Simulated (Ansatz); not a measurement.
The system is La2O3.

```
CELL_PARAMETERS angstrom
6.37027 0.00000 0.00000
-3.18514 5.51682 0.00000
0.00000 0.00000 3.28989
ATOMIC_POSITIONS crystal
La 0.66667 0.33333 0.49810
La 0.33333 0.66667 0.50190
O 0.50461 0.00000 0.00000
O 0.00000 0.50461 0.00000
O 0.49539 0.49539 0.00000
```

The cell comes from a database or a generator and needn't be the stable form of this composition.

Base run:

| Quantity | Value |
| --- | --- |
| Program | Ansatz 0.2.0 |
| Functional | LDA |
| Potentials or basis | Ansatz PAW |
| Cutoff | 420 eV (not typed: the program's choice for these potentials) |
| k mesh | 5 × 5 × 8 |
| Occupations | fermi-dirac, width 0.05 eV |
| Spin | no spin polarisation |

Its results: band gap on the k mesh 1.50 eV, indirect (least direct gap 1.94 eV); pressure -5.2 GPa; largest force 0.051 eV/Å.

**Question.** The run is repeated on the same cell with these changes: functional from LDA to r2SCAN; cutoff from 420 eV (not typed: the program's choice for these potentials) to 500 eV (not typed: the program's choice for these potentials). What comes out?

**Answer.** Band gap on the k mesh 1.97 eV, indirect (least direct gap 2.44 eV); pressure -0.8 GPa; largest force 0.038 eV/Å.

r2SCAN gives the wider gap, since meta-GGAs in the generalised Kohn-Sham scheme recover part of the derivative discontinuity.

Caveats: spin-orbit coupling is left out, which moves the levels of the heavy elements; the PAW data sets come from PBE, with cores solved anew for the run's functional, which leaves a small shift of forces and pressure; the magnetic or orbital state may not be the lowest (some runs).
